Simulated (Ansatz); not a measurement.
The system is WS2.

```
W S
1.0
     1.57900    0.91164    6.16333
    -1.57900    0.91164    6.16333
     0.00000   -1.82327    6.16333
W S
1 2
Direct
  0.00000 0.00000 0.00000
  0.58100 0.58100 0.58100
  0.75030 0.75030 0.75030
```

Measurements of this composition are mostly on another form, of space group No. 194.

```yaml
Program: Ansatz 0.2.0
Task: single point
Functional: PBE
Potentials_or_basis: Ansatz PAW
Cutoff: "420 eV (not typed: the program's choice for these potentials)"
k_mesh: 10 × 10 × 10
Occupations: fermi-dirac, width 0.05 eV
Spin: no spin polarisation
```

On this cell: pressure 4.6 GPa; largest force 0.610 eV/Å; band gap on the k mesh 1.06 eV, indirect (least direct gap 2.24 eV).

The same run follows on a disturbed copy (atoms moved at random, drawn with an rms of 0.05 Å):

```
W S
1.0
     1.57900    0.91164    6.16333
    -1.57900    0.91164    6.16333
     0.00000   -1.82327    6.16333
W S
1 2
Direct
  0.98702 0.01091 0.00837
  0.58570 0.58146 0.57252
  0.74750 0.73998 0.77082
```

**Question.** What does the disturbed cell give?

**Answer.** The energy moves by +22.9 meV/atom; pressure 1.6 GPa; largest force 1.683 eV/Å; band gap on the k mesh 0.97 eV, indirect (least direct gap 2.05 eV).

Forces in eV/Å, atoms in the order of the input:
```
W    0.965 -0.013 -1.379
S   -0.385 -0.331  1.079
S   -0.580  0.344  0.300
```

Stress tensor (GPa, compression positive):
```
 2.69 -0.91 -0.79
-0.91  2.44  3.06
-0.79  3.06 -0.42
```

Caveats: spin-orbit coupling is left out, which moves the levels of the heavy elements.

A k mesh can miss the band edges.
